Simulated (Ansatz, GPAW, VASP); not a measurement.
# One calculation of Cu, 3 ways

```
CELL_PARAMETERS angstrom
3.46420 0.00000 0.00000
0.00000 3.46420 0.00000
0.00000 0.00000 3.46420
ATOMIC_POSITIONS crystal
Cu 0.00000 0.00000 0.00000
Cu 0.00000 0.50000 0.50000
Cu 0.50000 0.00000 0.50000
Cu 0.50000 0.50000 0.00000
```

Alike in all runs: task band structure; functional r2SCAN; k mesh 8 × 8 × 8; occupations fermi-dirac, width 0.1 eV; no spin polarisation; no spin-orbit coupling. Pressure is positive in compression and, in plane waves, holds the error of the finite cutoff, which Ansatz's Pulay term estimates and takes out.

| program and potentials | plane-wave cutoff (eV) | notes | pressure (GPa) |
| --- | --- | --- | --- |
| Ansatz, Ansatz PAW | 500 | potentials made for PBE, which Ansatz adapts in part; 19 valence electrons an atom on average; Pulay term of +0.10 GPa included | 20.17 |
| GPAW, GPAW PAW data sets (gpaw-data 1.2.1) | 600 | potentials made for PBE; 11 valence electrons an atom on average | 22.99 |
| VASP, PBE PAW files Cu_GW, 550 eV | 550 | potentials made for PBE; 11 valence electrons an atom on average | 17.84 |

The pressure spans 17.84 (VASP, PBE PAW files Cu_GW, 550 eV) to 22.99 GPa (GPAW, GPAW PAW data sets (gpaw-data 1.2.1)). The cell lies far from this level's equilibrium.

The functional is the same throughout but for its coding, so the spread measures potentials, basis and numerics; runs on potential files found faulty are left out.
